**Pressure of one HgTe cell from five DFT programs**

The table holds the PBE pressure of a fixed zinc-blende HgTe cell, without spin-orbit coupling, from four plane-wave programs and from OpenMX with atom-centred orbitals. The program converts pressures into implied lattice constants with the Murnaghan equation and rough recalled elastic constants, and into energy slopes and forces per bond. It fits an additive frozen-core model and a line in the depth of a zone-centre level to the four plane-wave rows and applies both to OpenMX. The plane-wave rows agree within 0.20 GPa, about 0.1 % in lattice constant, while OpenMX lies 2.05 GPa above their mean and is missed by both fits by more than 2 GPa. The smearing term and a crude estimate of grid noise are far smaller than this excess; the atom-centred basis as its cause is not tested.

Pressure of HgTe (F-43m, two-atom cell fixed at 33.22 Å³/atom) from PBE calculations without spin polarisation or spin–orbit coupling, with a 7×7×7 k mesh and Fermi–Dirac smearing of 0.05 eV. The basis column gives the plane-wave cutoff or, for OpenMX, the orbital set. Pressure is positive in compression, and the Ansatz value excludes the Pulay correction.

## Program and output

```python
# Table: PBE pressure (GPa, compression positive) of one fixed zinc-blende HgTe cell from five DFT programs,
# no spin-orbit, 7x7x7 mesh. Tested: Murnaghan conversion of pressure to lattice constant; whether core
# partition, Gamma levels, smearing or grid noise can account for the OpenMX excess.
T = {
    'run_program': ['GPAW', 'Ansatz', 'DFTK', 'Quantum ESPRESSO', 'OpenMX'],
    'run_potentials': ['GPAW PAW data sets (gpaw data 1.2.1)', 'Ansatz PAW', 'dojo.nc.sr.pbe.v0_4_1.standard', 'SSSP 1.3 efficiency PBE', 'OpenMX 2013 PBE set'],
    'run_basis': ['600 eV', '420 eV', '1088 eV', '816 eV', 'standard'],
    'result_pressure': [4.51, 4.52, 4.61, 4.71, 6.64],  # GPa
    'd_median': [-0.1, -0.09, 0.0, 0.1, 2.03],  # GPa
}
import numpy as np
from scipy.constants import e
names = list(T['run_program']); P = np.array(T['result_pressure'], float); dm = np.array(T['d_median'], float)
V, d = 2*33.22, 2.784            # cell volume (A^3) and bond length (A) of the given geometry
g = e*1e21                       # GPa per eV/A^3
a = (4*V)**(1/3)
# further outputs of the same runs: Hg, Te valence (GPAW, Ansatz split inferred from totals 24, 36),
# Gamma singlet, mean triplet, lowest listed empty level (eV from E_F), |TS| (eV; GPAW = 2(E0-F))
X = {'GPAW': (18, 6, -0.596, -0.041, 4.194, 0.000688), 'Ansatz': (20, 16, -0.720, -0.041, 4.176, 0.000688),
     'DFTK': (20, 16, -0.727, -0.041, 4.185, 0.000689), 'Quantum ESPRESSO': (20, 6, -0.707, -0.041, 4.130, 0.000688),
     'OpenMX': (18, 16, -0.547, (-0.043-0.043-0.036)/3, 4.356, 0.000693)}
pulay, fcomp = 0.0356, 0.00853   # same runs: Ansatz Pulay term (GPa), OpenMX force component (eV/A)
x = np.array([X[n] for n in names]); o = names.index('OpenMX'); pw = np.arange(len(P)) != o
spread = np.ptp(P[pw]); mean = P[pw].mean(); exc = P[o] - mean
print(f"cell: a = {a:.3f} A, V = {V:.2f} A^3, a*sqrt(3)/4 = {a*3**0.5/4:.3f} A; table rounding +-0.005 GPa")
print("PW = the four runs whose basis is set by an energy cutoff")
print(f"PW mean {mean:.3f}, spread {spread:.2f} GPa ({100*spread/mean:.1f} %), std {P[pw].std(ddof=1):.3f} GPa")
print(f"OpenMX: {dm[o]:+.2f} from median, {exc:+.2f} GPa from PW mean ({100*exc/mean:.0f} %, {exc/spread:.1f} x spread)")
print(f"Ansatz - GPAW {P[names.index('Ansatz')]-P[names.index('GPAW')]:+.2f} GPa; removed Pulay term {pulay:+.3f} GPa; spread / term {spread/pulay:.1f}")
print("Murnaghan conversion, rough recalled B0 and B' = 5, same stiffness assumed for all rows:")
a0 = lambda p, B, Bp=5.0: a*(1 + Bp*p/B)**(1/(3*Bp))
for B in (30., 35., 40.):
    m = a0(mean, B)
    print(f"  B0 {B:.0f} GPa: PW a0 {m:.2f} A ({100*(m/a-1):+.1f} % over cell), PW spread {100*np.ptp(a0(P[pw], B))/m:.2f} %, OpenMX {100*(a0(P[o], B)/m-1):+.2f} %")
print("pressure as -dE/dlnV and as force per bond (4 bonds per cell):")
for lab, p in (("PW mean", mean), ("PW spread", spread), ("OpenMX excess", exc)):
    print(f"  {lab:14s} {p:.2f} GPa = {p*V/g:.3f} eV per cell = {3*p*V/g/(4*d):.3f} eV/A per bond")
A = np.c_[np.ones(len(P)), x[:, 0] == 20, x[:, 1] == 16].astype(float)
c = np.linalg.lstsq(A[pw], P[pw], rcond=None)[0]; res = P - A @ c
print(f"core model on PW rows (3 constants, 4 rows): P0 {c[0]:.3f}, Hg 5s {c[1]:+.3f}, Te 4d {c[2]:+.3f} GPa")
depth = x[:, 3] - x[:, 2]; up = x[:, 4] - x[:, 3]
k = np.polyfit(depth[pw], P[pw], 1); r2 = P - np.polyval(k, depth)
print(f"line in singlet depth on PW rows: slope {k[0]:.2f} GPa/eV, r = {np.corrcoef(depth[pw], P[pw])[0,1]:.2f}")
print("program           Hg Te e-  P   core resid  depth eV  line resid  empty-triplet eV")
for i, n in enumerate(names):
    print(f"{n:17s} {x[i,0]:.0f} {x[i,1]:2.0f}   {P[i]:.2f}  {res[i]:+.3f}     {depth[i]:.3f}     {r2[i]:+.3f}      {up[i]:.3f}")
print(f"OpenMX, not fitted: core model {A[o] @ c:.2f}, singlet line {np.polyval(k, depth[o]):.2f}, table {P[o]:.2f} GPa")
print(f"mean singlet depth: Hg 18 e {depth[x[:,0]==18].mean():.3f} eV, Hg 20 e {depth[x[:,0]==20].mean():.3f} eV")
print(f"empty level of OpenMX above PW mean by {up[o]-up[pw].mean():.3f} eV; PW spread {np.ptp(up[pw]):.3f} eV")
cut = np.array([float(str(T['run_basis'][i]).split()[0]) for i in np.where(pw)[0]])
print(f"P against cutoff, PW rows, different potentials: {100*np.polyfit(cut, P[pw], 1)[0]:+.3f} GPa/100 eV, r = {np.corrcoef(cut, P[pw])[0,1]:.2f}")
print(f"smearing: TS {1e3*x[:,5].min():.3f} to {1e3*x[:,5].max():.3f} meV, TS/V = {x[:,5].max()/V*g:.4f} GPa")
F = fcomp*3**0.5; pn = F*d/(3*V)*g
print(f"OpenMX spurious force {F:.4f} eV/A; crude virial F d/(3V) = {pn:.2f} GPa; excess / this = {exc/pn:.0f}")
print(f"excess force per bond / spurious force = {3*exc*V/g/(4*d)/F:.0f}")
print(f"worst row in both fits: {names[int(np.argmax(abs(res)))]} ({abs(res).max():.2f} and {abs(r2).max():.2f} GPa)")
assert (P > 0).all()
assert spread < 0.1*mean and exc > 5*spread
assert res[o] > 5*spread and r2[o] > 5*spread
assert np.allclose(dm, P - np.median(P), atol=0.011)
```

It prints:

```
cell: a = 6.429 A, V = 66.44 A^3, a*sqrt(3)/4 = 2.784 A; table rounding +-0.005 GPa
PW = the four runs whose basis is set by an energy cutoff
PW mean 4.588, spread 0.20 GPa (4.4 %), std 0.093 GPa
OpenMX: +2.03 from median, +2.05 GPa from PW mean (45 %, 10.3 x spread)
Ansatz - GPAW +0.01 GPa; removed Pulay term +0.036 GPa; spread / term 5.6
Murnaghan conversion, rough recalled B0 and B' = 5, same stiffness assumed for all rows:
  B0 30 GPa: PW a0 6.68 A (+3.9 % over cell), PW spread 0.13 %, OpenMX +1.19 %
  B0 35 GPa: PW a0 6.65 A (+3.4 % over cell), PW spread 0.11 %, OpenMX +1.09 %
  B0 40 GPa: PW a0 6.63 A (+3.1 % over cell), PW spread 0.11 %, OpenMX +1.01 %
pressure as -dE/dlnV and as force per bond (4 bonds per cell):
  PW mean        4.59 GPa = 1.902 eV per cell = 0.512 eV/A per bond
  PW spread      0.20 GPa = 0.083 eV per cell = 0.022 eV/A per bond
  OpenMX excess  2.05 GPa = 0.851 eV per cell = 0.229 eV/A per bond
core model on PW rows (3 constants, 4 rows): P0 4.510, Hg 5s +0.200, Te 4d -0.145 GPa
line in singlet depth on PW rows: slope 0.72 GPa/eV, r = 0.47
program           Hg Te e-  P   core resid  depth eV  line resid  empty-triplet eV
GPAW              18  6   4.51  +0.000     0.555     -0.012      4.235
Ansatz            20 16   4.52  -0.045     0.679     -0.091      4.217
DFTK              20 16   4.61  +0.045     0.686     -0.006      4.226
Quantum ESPRESSO  20  6   4.71  +0.000     0.666     +0.108      4.171
OpenMX            18 16   6.64  +2.275     0.506     +2.153      4.397
OpenMX, not fitted: core model 4.36, singlet line 4.49, table 6.64 GPa
mean singlet depth: Hg 18 e 0.531 eV, Hg 20 e 0.677 eV
empty level of OpenMX above PW mean by 0.184 eV; PW spread 0.064 eV
P against cutoff, PW rows, different potentials: +0.020 GPa/100 eV, r = 0.62
smearing: TS 0.688 to 0.693 meV, TS/V = 0.0017 GPa
OpenMX spurious force 0.0148 eV/A; crude virial F d/(3V) = 0.03 GPa; excess / this = 62
excess force per bond / spurious force = 16
worst row in both fits: OpenMX (2.28 and 2.15 GPa)
```
